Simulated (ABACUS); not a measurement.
Tc under changes of volume

One of the cells (14.830 Å³/atom); the others are scaled copies at fixed shape and fractional positions:

```xyz
1
Lattice="0.0000 1.9500 1.9500 1.9500 0.0000 1.9500 1.9500 1.9500 0.0000" Properties=species:S:1:pos:R:3 pbc="T T T"
Tc    0.0000    0.0000    0.0000
```

This isn't the form of Tc at room conditions, which is hcp.

```yaml
Program: ABACUS 3.10.1
Functional: PBE
Potentials_or_basis: PseudoDojo NC SR 0.4.1 PBE standard
Cutoff: 1361 eV
Density_cutoff: 5442 eV
Basis: DZP LCAO (the cutoffs set its grid)
k_mesh: 12 × 12 × 12
Occupations: fermi-dirac, width 0.05 eV
Spin: no spin polarisation
```

| volume (Å³/atom) | energy over the lowest point (meV/atom) | pressure (GPa) |
| --- | --- | --- |
| 13.940 | 31.36 | 15.7 |
| 14.237 | 9.36 | 8.4 |
| 14.533 | 0.00 | 1.8 |
| 14.830 | 2.22 | -4.1 |
| 15.126 | ? | ? |
| 15.423 | 36.39 | -14.0 |
| 15.720 | 66.32 | -18.1 |

Question: What does the run at 15.126 Å³/atom give?

Answer: Energy over the lowest point 14.76 meV/atom; pressure -9.3 GPa.

Worked out: A Birch-Murnaghan fit of order 3 (a polynomial in V^(-2/3)) to the other rows has its minimum at 14.62 Å³/atom with B0 = V·E''(V) = 295 GPa and B' = 4.4. It gives 14.66 meV/atom at 15.126 Å³/atom, against the run's 14.76, and -dE/dV = -9.3 GPa, against -9.3.

Energies are extrapolated to zero smearing.

Caveats: the atomic orbitals were generated for these runs and aren't a published set; the basis of atomic orbitals isn't converged, which shifts pressures, moduli and gaps.
